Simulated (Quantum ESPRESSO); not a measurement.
## Sn under changes of volume

One of the cells (27.650 Å³/atom); the others are scaled copies at fixed shape and fractional positions:

```
Sn
1.0
    -2.94014    2.94014    1.59930
     2.94014   -2.94014    1.59930
     2.94014    2.94014   -1.59930
Sn
2
Direct
  0.00000 0.00000 0.00000
  0.75000 0.25000 0.50000
```

| Item | Value |
| --- | --- |
| Program | Quantum ESPRESSO 7.5 |
| Functional | r2SCAN |
| Potentials or basis | SG15 PBE 1.2 |
| Cutoff | 952 eV |
| Density cutoff | 3810 eV |
| k mesh | 5 × 5 × 5 |
| Occupations | fermi-dirac, width 0.05 eV |
| Spin | no spin polarisation |

| volume (Å³/atom) | energy over the lowest point (meV/atom) | pressure (GPa) |
| --- | --- | --- |
| 25.991 | 9.23 | 2.6 |
| 26.544 | 2.53 | 1.3 |
| 27.097 | 0.00 | 0.1 |
| 27.650 | 1.21 | -0.9 |
| 28.203 | 5.77 | -1.9 |
| 28.756 | ? | ? |
| 29.309 | 23.66 | -3.4 |

Problem. What does the run at 28.756 Å³/atom give?

Solution. Energy over the lowest point 13.36 meV/atom; pressure -2.7 GPa.

Worked out: A Birch-Murnaghan fit of order 3 (a polynomial in V^(-2/3)) to the other rows has its minimum at 27.19 Å³/atom with B0 = V·E''(V) = 52 GPa and B' = 4.3 at fixed shape and positions, which overstates the stiffness. It gives 13.36 meV/atom at 28.756 Å³/atom, against the run's 13.36, and -dE/dV = -2.6 GPa, against -2.7.

Energies are extrapolated to zero smearing.

Caveats: all runs use coarse meshes; the potentials were made for another functional, which shifts forces and pressure.
